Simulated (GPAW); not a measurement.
Input of a GPAW 26.7.0 run:

File run.py:

```python
from ase.dft.bandgap import bandgap
from ase.io import read, write
from gpaw import GPAW, PW

atoms = read('AlN.cif')

calc = GPAW(mode=PW(800),
            xc={'name': 'vdW-DF-cx', 'backend': 'libvdwxc'},
            kpts={'size': (7, 7, 4), 'gamma': True},
            occupations={'name': 'fermi-dirac', 'width': 0.05},
            nbands=18,
            convergence={'density': 1e-05, 'energy': 1e-05},
            maxiter=150,
            txt='gpaw.txt')
atoms.calc = calc
energy = atoms.get_potential_energy()
forces = atoms.get_forces()
calc.write('gs.gpw')
write('result.traj', atoms)
print(f'Energy: {energy:.6f} eV')
print('Forces (eV/A):')
print(forces.round(4))
print('Fermi level:', round(calc.get_fermi_level(), 4), 'eV')
print(f'Gap: {bandgap(calc)[0]:.4f} eV, direct: {bandgap(calc, direct=True)[0]:.4f} eV')

path = atoms.cell.bandpath('GMKGALHA,LM,KH', npoints=60, eps=1e-4)
bs_calc = calc.fixed_density(kpts=path, symmetry='off', nbands=29,
                             convergence={'bands': 'CBM+6.0', 'eigenstates': 1e-6}, txt='bands.txt')
bs = bs_calc.band_structure()
bs.write('bs.json')
print(f'Gap on the path: {bandgap(bs_calc)[0]:.4f} eV')
```

AlN.cif

```cif
data_AlN
_cell_length_a 3.11300000
_cell_length_b 3.11300000
_cell_length_c 4.98100000
_cell_angle_alpha 90.00000000
_cell_angle_beta 90.00000000
_cell_angle_gamma 120.00000000
_space_group_name_H-M_alt 'P1'
_space_group_name_Hall 'P 1'
_space_group_IT_number 1
loop_
_space_group_symop_operation_xyz
'x,y,z'
loop_
_atom_site_label
_atom_site_type_symbol
_atom_site_symmetry_multiplicity
_atom_site_Wyckoff_symbol
_atom_site_fract_x
_atom_site_fract_y
_atom_site_fract_z
_atom_site_occupancy
Al1 Al 1 a 0.6666666667 0.3333333333 0.5000000000 1
Al2 Al 1 a 0.3333333333 0.6666666667 0.0000000000 1
N1 N 1 a 0.6666666667 0.3333333333 0.8800000000 1
N2 N 1 a 0.3333333333 0.6666666667 0.3800000000 1
```

Potentials or basis: GPAW PAW data sets (gpaw-data 1.2.1), pw.

The run is started by

```bash
$ OMP_NUM_THREADS=1 python run.py
```

Problem. Predict the largest force.

Solution. 0.137 eV/Å.

Problem. Estimate the band gap along the path.

Solution. 4.29 eV, direct.

Problem. What does it give for the band gap on the k mesh?

Solution. 4.29 eV, direct.

Forces in eV/Å, atoms in the order of the input:
```
Al   0.000  0.000 -0.137
Al   0.000  0.000 -0.137
N    0.000  0.000  0.137
N    0.000  0.000  0.137
```

Caveat: the PAW data sets were made with another functional, which shifts forces and pressure a little.

**What was measured.**

“Structural and optical properties of self-assembled AlN nanowires grown on SiO2/Si substrates by molecular beam epitaxy”, 2024, arxiv:2402.00216 quotes, for a bulk crystal of AlN at 0 K: band gap 6.0343 eV (an exciton energy, a little under the gap).

A measured gap of AlN is 6.0343 eV (an exciton energy, a little under the gap; 0 K; quoted in “Structural and optical properties of self-assembled AlN nanowires grown on SiO2/Si substrates by molecular beam epitaxy”, 2024, arxiv:2402.00216); the calculated 4.29 eV misses it by -1.75 eV. 2 values of this kind are on record (6.034 to 6.0343 eV); this one was drawn at random. The value is that of vdW-DF-cx, without temperature or zero-point motion.
